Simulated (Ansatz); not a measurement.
# As (Pm-3m) in Ansatz: further runs

The runs below take As through single point, equation of state, with PBEsol.

Program: Ansatz 0.2.0. These are calculated values, not measurements. Logs are shortened: lines on timing, memory, paths and dates and some standing lists are left out, and cuts for length are marked.

### 1 The structure

The structure is cubic, space group Pm-3m (No. 221). The conventional cell has a = 2.704 Å, b = 2.704 Å, c = 2.704 Å, α = 90.00°, β = 90.00°, γ = 90.00°. As (site symmetry m-3m) is surrounded by 6 As at 2.70 Å.

This isn't the form of As at room conditions, which is rhombohedral.

### 2 Single point, PBEsol, 18.58 Å³/atom (volume scaled by 0.94)

input.yaml reads:

```yaml
crystal:
  lattice:
    - [2.6484890792, 0.0, 0.0]
    - [0.0, 2.6484890792, 0.0]
    - [0.0, 0.0, 2.6484890792]
  atoms:
    - { symbol: As, position: [0.5, 0.5, 0.5] }
hamiltonian:
  xc: pbesol
  pseudopotentials: { kind: paw }
kpoints:
  mp_grid: { grid: [10, 10, 10] }
scf:
  occupations: { method: fermi_dirac, width: 0.05 }
output:
  forces: true
  stress: true
  eigenvalues: true
```

Potentials or basis: Ansatz PAW.

Launch:

```
$ ansatz run input.yaml --threads 2 --pin off --max-ram 5632MiB --backend cpu --events-out ev --progress --plain --runs-dir out
```

Output:

```text
Warning: RAYON_NUM_THREADS=2 ignored (pool sized by the plan → 2); use --threads N
Engine: ansatz 0.2.0, x86_64-unknown-linux-gnu
Pseudopotentials: kind: paw
Pseudopotential: As, paw, valence charge 15, recommended cutoff 420 eV (normal), As.paw.azcp
Functional definition: PBEsol
  exchange = pbesol_x
  correlation = pbesol_c
Crystal: 1 atoms, lattice volume = 18.578 Å³
Basis set: ecut = 420 eV, 365 PW (Γ), exchange–correlation on 36×36×36 points (8 copies of the dense FFT grid, shifted against one another)
Bands: 12, of which v1, the nominal top of the filled ones, is band 8 counted from 1 (7 counted from 0)
Symmetry: 48 space group operations
Space group: Pm-3m (ITA 221), of the structure as read, at distance tolerance 2.6e-5 Å
k-points: 56 of 1000
Non-local potential: As, projectors of the file, l = 0: 2, l = 1: 2, l = 2: 3, l = 3: 1
PAW form: soft (Blöchl's): semilocal exchange-correlation on the pseudo side does not see the compensation charge
PAW frozen core: As, regenerated for the run's functional, and the local potential with it (the file was generated under x = pbe(κ = 0.804, μ = 0.2195149727645171), c = pbe(β = 0.06672455060314922))
PAW one-centre angular grid: As, 590 points (default); XC on 64 Gauss nodes
Initial density: superposition of atomic densities (neutral atoms: chi_scale 0, normalization atom), corrected by the library's trained network
Initial wavefunctions: pseudopotential atomic-orbital guess
Functional: x = pbesol(κ = 0.804, μ = 0.12345679012345678), c = pbesol(β = 0.046)
SCF iter   1: F=—  HF=-4812.949286 eV  |F-HF|=—  |Δ(HF+E_count)|=         —  Δρ=1.15e-3  dr2=1.21e-4  ethr=1.77e-3  ⟨swp⟩=5.4  Hψ=4048  notcnv=0
preconditioner: auto → none  [insulator: Δε(μ)=0.140 eV  Ē_g=15.553 eV  σ=0.050 eV  W_gap=0.54  n_scr=6 (ndim 8)  ℏωp=19.3 eV  f_vac=0.000  D(μ)=0.31/eV (n_scr^D=0)  ε∞_Penn≈2.5]
SCF iter   2: F=—  HF=-4812.948974 eV  |F-HF|=—  |Δ(HF+E_count)|=   3.12e-4  Δρ=4.80e-4  dr2=1.98e-5  ethr=8.10e-7  ⟨swp⟩=2.0  Hψ=1535  notcnv=0
SCF iter   3: F=—  HF=-4812.948989 eV  |F-HF|=—  |Δ(HF+E_count)|=   1.45e-5  Δρ=1.42e-4  dr2=1.73e-6  ethr=1.32e-7  ⟨swp⟩=2.0  Hψ=992  notcnv=0
SCF iter   4: F=—  HF=-4812.948990 eV  |F-HF|=—  |Δ(HF+E_count)|=   1.90e-6  Δρ=2.98e-5  dr2=2.02e-7  ethr=1.15e-8  ⟨swp⟩=2.1  Hψ=1062  notcnv=0
iter 5 did not close the SCF: its close was put off for the readings that it lacked (scf_convergence_deferred on its scf_iter line)
SCF iter   5: F=-4812.948990 eV  HF=-4812.948990 eV  |F-HF|=9.64e-8  |Δ(HF+E_count)|=   2.23e-7  Δρ=1.40e-5  dr2=4.37e-8  ethr=1.35e-9  ⟨swp⟩=2.0  Hψ=1045  notcnv=0
SCF iter   6: F=-4812.948990 eV  HF=-4812.948990 eV  |F-HF|=4.73e-11  |Δ(HF+E_count)|=   4.75e-8  Δρ=5.30e-7  dr2=2.41e-11  ethr=2.91e-10  ⟨swp⟩=2.8  Hψ=2522  notcnv=0
SCF 1 converged in 6 iterations: F = -4812.948990 eV  dr2 = 2.41e-11
SCF converged after 6 iterations
Free energy (F): -4812.948990 eV
Harris-Foulkes:  -4812.948990 eV  (|F-HF|=4.73e-11)
Internal energy: -4812.946456 eV  (E = F + TS)
E sigma→0 (E₀):  -4812.947723 eV
Entropy (-TS):   -0.002534 eV (-2.534 meV/atom)
Fermi energy:    12.617965 eV
--- Per-component energies (eV) ---
  E_band       = -202.143914
  E_kinetic    = 103.871265
  E_local      = -1494.918912  (includes V_loc(G=0)·N_el)
  E_nonlocal   = -668.143260
  E_hartree    = 852.858348
  E_xc         = -79.385505
  E_vxc        = -80.136848  (∫ρ·V_xc dr)
  E_paw        = -1792.749217  (= ΣΔE_a)
  E_vpaw       = 231.467153  (= ΣTr[D̂ρ^β])
  E_aug_tail   = 0.000010  (compensation charges beyond the density's cutoff)
  E_ewald      = -1735.445614
  E_core_change = 0.966429  (= ΣΔE_core)
  E_smearing   = -0.002534  (= −TS)
  E_closure    = 0.000000  (closes the sum)
  Σ components = -4812.948990   (vs F -4812.948990, Δ=0.00e0)
--- Forces (eV/Å), atoms counted from 1 ---
  atom   1  As     0.00000000    -0.00000000    -0.00000000
  max |Σ_I F_I| component: 5.26e-31 eV/Å
--- Stress (GPa, compression-positive) ---
        4.418154      -0.000000       0.000000
       -0.000000       4.418154       0.000000
        0.000000       0.000000       4.418154
  P = ⅓ Tr σ = 4.4182 GPa (44.182 kbar)
--- Band table (eV; the first three rows and the last of 56) ---
  k-point 0: bands = ["-23.4223", "-23.4223", "-23.2942", "-23.2942", "-23.2942", "-2.9143", "17.0417", "17.0417", "17.0417", "21.3245", "21.3245", "23.6130"]
  k-point 1: bands = ["-23.4218", "-23.4117", "-23.2974", "-23.2974", "-23.2940", "-2.7185", "14.8289", "17.2170", "17.2170", "21.5014", "22.6866", "24.9910"]
  k-point 2: bands = ["-23.4205", "-23.3838", "-23.3056", "-23.3056", "-23.2933", "-2.1397", "11.5804", "17.7191", "17.7191", "22.0212", "23.5616", "28.8049"]
  k-point 55: bands = ["-23.3643", "-23.3643", "-23.3643", "-23.2434", "-23.2434", "8.1822", "10.7264", "10.7264", "10.7264", "18.4819", "18.4819", "18.4819"]
```

It took 3.6 s on 2 threads of Intel Xeon at 2.50GHz (Skylake/Cascade Lake), shared host; peak memory 0.29 GiB.

What came out:

```yaml
Free_energy: -4812.9490 eV
Pressure: 4.4 GPa
Band_gap_on_the_k_mesh: none (metal or under the smearing width)
```

Caveat: the PAW data sets come from PBE, with cores solved anew for the run's functional, which leaves a small shift of forces and pressure.

### 3 Single point, PBEsol, 18.97 Å³/atom (volume scaled by 0.96)

Changes to input.yaml since step 2:

```diff
@@ -2,5 +2,5 @@
   lattice:
-    - [2.6484890792, 0.0, 0.0]
-    - [0.0, 2.6484890792, 0.0]
-    - [0.0, 0.0, 2.6484890792]
+    - [2.6671410253, 0.0, 0.0]
+    - [0.0, 2.6671410253, 0.0]
+    - [0.0, 0.0, 2.6671410253]
   atoms:
```

Potentials or basis: Ansatz PAW.

Launch:

```
$ ansatz run input.yaml --threads 2 --pin off --max-ram 5632MiB --backend cpu --events-out ev --progress --plain --runs-dir out
```

It took 3.7 s on 2 threads of Intel Xeon at 2.50GHz (Skylake/Cascade Lake), shared host; peak memory 0.29 GiB.

Results (log left out):

```yaml
Free_energy: -4812.9571 eV
Pressure: 2.2 GPa
Band_gap_on_the_k_mesh: none (metal or under the smearing width)
```

Caveat: the PAW data sets come from PBE, with cores solved anew for the run's functional, which leaves a small shift of forces and pressure.

### 4 Single point, PBEsol, 19.37 Å³/atom (volume scaled by 0.98)

Changes to input.yaml since step 3:

```diff
@@ -2,5 +2,5 @@
   lattice:
-    - [2.6671410253, 0.0, 0.0]
-    - [0.0, 2.6671410253, 0.0]
-    - [0.0, 0.0, 2.6671410253]
+    - [2.6855356826, 0.0, 0.0]
+    - [0.0, 2.6855356826, 0.0]
+    - [0.0, 0.0, 2.6855356826]
   atoms:
```

Launch:

```
$ ansatz run input.yaml --threads 2 --pin off --max-ram 5632MiB --backend cpu --events-out ev --progress --plain --runs-dir out
```

It took 3.3 s on 2 threads of Intel Xeon at 2.50GHz (Skylake/Cascade Lake), shared host; peak memory 0.29 GiB.

The run converged. Its results:

- Free energy: -4812.9600 eV
- Pressure: 0.2 GPa
- Band gap on the k mesh: none (metal or under the smearing width)

Caveat: the PAW data sets come from PBE, with cores solved anew for the run's functional, which leaves a small shift of forces and pressure.

### 5 Single point, PBEsol, 19.76 Å³/atom

Changes to input.yaml since step 4:

```diff
@@ -2,5 +2,5 @@
   lattice:
-    - [2.6855356826, 0.0, 0.0]
-    - [0.0, 2.6855356826, 0.0]
-    - [0.0, 0.0, 2.6855356826]
+    - [2.7036817444, 0.0, 0.0]
+    - [0.0, 2.7036817444, 0.0]
+    - [0.0, 0.0, 2.7036817444]
   atoms:
```

Launch:

```
$ ansatz run input.yaml --threads 2 --pin off --max-ram 5632MiB --backend cpu --events-out ev --progress --plain --runs-dir out
```

Wall time 3.1 s (2 threads of Intel Xeon at 2.50GHz (Skylake/Cascade Lake), shared host); peak memory 0.29 GiB.

It converged, with:

```yaml
Free_energy: -4812.9583 eV
Pressure: -1.6 GPa
Band_gap_on_the_k_mesh: none (metal or under the smearing width)
```

Caveat: the PAW data sets come from PBE, with cores solved anew for the run's functional, which leaves a small shift of forces and pressure.

### 6 Single point, PBEsol, 20.16 Å³/atom (volume scaled by 1.02)

Changes to input.yaml since step 5:

```diff
@@ -2,5 +2,5 @@
   lattice:
-    - [2.7036817444, 0.0, 0.0]
-    - [0.0, 2.7036817444, 0.0]
-    - [0.0, 0.0, 2.7036817444]
+    - [2.7215874433, 0.0, 0.0]
+    - [0.0, 2.7215874433, 0.0]
+    - [0.0, 0.0, 2.7215874433]
   atoms:
@@ -18 +18,5 @@
   eigenvalues: true
+  write_density: true
+  write_potential: true
+  elf: true
+  volumetric_format: npy
```

Potentials or basis: Ansatz PAW.

Launch:

```
$ ansatz run input.yaml --threads 2 --pin off --max-ram 5632MiB --backend cpu --events-out ev --progress --plain --runs-dir out
```

Wall time 5.7 s (2 threads of Intel Xeon at 2.50GHz (Skylake/Cascade Lake), shared host); peak memory 0.3 GiB.

It converged, with:

- Free energy: -4812.9524 eV
- Pressure: -3.2 GPa
- Band gap on the k mesh: none (metal or under the smearing width)

Caveat: the PAW data sets come from PBE, with cores solved anew for the run's functional, which leaves a small shift of forces and pressure.

### 7 Single point, PBEsol, 20.55 Å³/atom (volume scaled by 1.04)

input.yaml reads:

```yaml
crystal:
  lattice:
    - [2.7392605843, 0.0, 0.0]
    - [0.0, 2.7392605843, 0.0]
    - [0.0, 0.0, 2.7392605843]
  atoms:
    - { symbol: As, position: [0.5, 0.5, 0.5] }
hamiltonian:
  xc: pbesol
  pseudopotentials: { kind: paw }
kpoints:
  mp_grid: { grid: [10, 10, 10] }
scf:
  occupations: { method: fermi_dirac, width: 0.05 }
output:
  forces: true
  stress: true
  eigenvalues: true
```

Launch:

```
$ ansatz run input.yaml --threads 2 --pin off --max-ram 5632MiB --backend cpu --events-out ev --progress --plain --runs-dir out
```

It took 4.3 s on 2 threads of Intel Xeon at 2.50GHz (Skylake/Cascade Lake), shared host; peak memory 0.29 GiB.

The run converged. Its results:

```yaml
Free_energy: -4812.9428 eV
Pressure: -4.6 GPa
Band_gap_on_the_k_mesh: none (metal or under the smearing width)
```

Caveat: the PAW data sets come from PBE, with cores solved anew for the run's functional, which leaves a small shift of forces and pressure.

### 8 Single point, PBEsol, 20.95 Å³/atom (volume scaled by 1.06)

Changes to input.yaml since step 7:

```diff
@@ -2,5 +2,5 @@
   lattice:
-    - [2.7392605843, 0.0, 0.0]
-    - [0.0, 2.7392605843, 0.0]
-    - [0.0, 0.0, 2.7392605843]
+    - [2.7567085743, 0.0, 0.0]
+    - [0.0, 2.7567085743, 0.0]
+    - [0.0, 0.0, 2.7567085743]
   atoms:
@@ -18 +18,5 @@
   eigenvalues: true
+  write_density: true
+  write_potential: true
+  elf: true
+  volumetric_format: npy
```

Launch:

```
$ ansatz run input.yaml --threads 2 --pin off --max-ram 5632MiB --backend cpu --events-out ev --progress --plain --runs-dir out
```

Run time: 7.3 s. Hardware: 2 threads of Intel Xeon at 2.50GHz (Skylake/Cascade Lake), shared host; peak memory 0.29 GiB.

Results (log left out):

| Quantity | Value |
| --- | --- |
| Free energy | -4812.9299 eV |
| Pressure | -5.9 GPa |
| Band gap on the k mesh | none (metal or under the smearing width) |

Caveat: the PAW data sets come from PBE, with cores solved anew for the run's functional, which leaves a small shift of forces and pressure.

### 9 Equation of state, PBEsol

Potentials or basis: Ansatz PAW.

No new run: the results of the series are fitted here.

What came out:

```yaml
Equilibrium_volume: 19.41 Å³/atom
Bulk_modulus: 91 GPa
Pressure_derivative_of_the_bulk_modulus: 4.3
```

Energy against volume, from the lowest point:
```tsv
volume (Å³/atom)	energy (meV/atom)
18.578	11.01
18.973	2.92
19.368	0.00
19.764	1.71
20.159	7.56
20.554	17.17
20.949	30.14
```
